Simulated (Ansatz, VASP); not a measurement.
One calculation of WC (Qusongite), two programs

The input INCAR:

```
  AGGAC = 1.0
  AGGAX = 1.0
  ALDAC = 0.0
  ALDAX = 1.0
  ALGO = Normal
  EDIFF = 1E-7
  EDIFFG = -0.02
  ENCUT = 600
  GGA = B5
  IBRION = 2
  ISIF = 3
  ISMEAR = -1
  IVDW = 13
  LASPH = True
  LCHARG = False
  LREAL = False
  LWAVE = False
  NELM = 60
  NSW = 80
  PREC = Accurate
  SIGMA = 0.05
  VDW_A1 = 0.44488865
  VDW_A2 = 4.0933009
  VDW_S6 = 1.0
  VDW_S8 = 2.34076671
```

The input KPOINTS:

```
k-points
0
Gamma
  10 10 9
```

The input POSCAR:

```
WC
1.0
    2.9065000000      0.0000000000      0.0000000000
   -1.4532500000      2.5171028361      0.0000000000
    0.0000000000      0.0000000000      2.8366000000
W C
1 1
Direct
    0.0000000000      0.0000000000      0.0000000000
    0.6666666667      0.3333333333      0.5000000000
```

input.yaml

```yaml
crystal:
  lattice:
    - [2.9065, 0.0, 0.0]
    - [-1.45325, 2.5171028361, 0.0]
    - [0.0, 0.0, 2.8366]
  atoms:
    - { symbol: W, position: [0.0, 0.0, 0.0] }
    - { symbol: C, position: [0.6666666667, 0.3333333333, 0.5] }
kpoints:
  mp_grid: { grid: [10, 10, 9] }
scf:
  occupations: { method: fermi_dirac, width: 0.05 }
hamiltonian:
  xc: blyp
  dispersion: d4
  pseudopotentials: { kind: all_electron, lapw: { basis_error: 0.001 } }
output:
  forces: true
  stress: true
relax:
  f_tol: 0.02
  max_steps: 60
  cell: {}
```

Alike in both runs: task relaxation of cell and atoms; functional BLYP; dispersion D4; k mesh 10 × 10 × 9; occupations fermi-dirac, width 0.05 eV; no spin polarisation.

|  | VASP | Ansatz |
| --- | --- | --- |
| version | VASP 6.6.1 | Ansatz 0.2.0 |
| potentials or method | VASP PAW PBE potentials, release 64 (W_sv, C) | all-electron LAPW, scalar-relativistic |
| plane-wave cutoff (eV) | 600 | see its input |

```csv
,VASP,Ansatz,Ansatz less VASP
relaxed volume (Å³/atom),10.56,10.49,-0.065
relaxed cell length with the largest relative difference (Å),2.849,2.843,-0.0061
energy change over the relaxation (meV/atom),-4,-2,+2.2
```

Ansatz ran all-electron here, so the differences hold the error of VASP's frozen core and of both bases.

Caveats: the PAW data sets were made with another functional, which shifts forces and pressure a little (VASP); pairwise dispersion overbinds metals, which lowers pressure and volume (VASP). The runs have no spin-orbit coupling, so splittings on W are missing. Zero-point motion and thermal expansion aren't in these numbers.
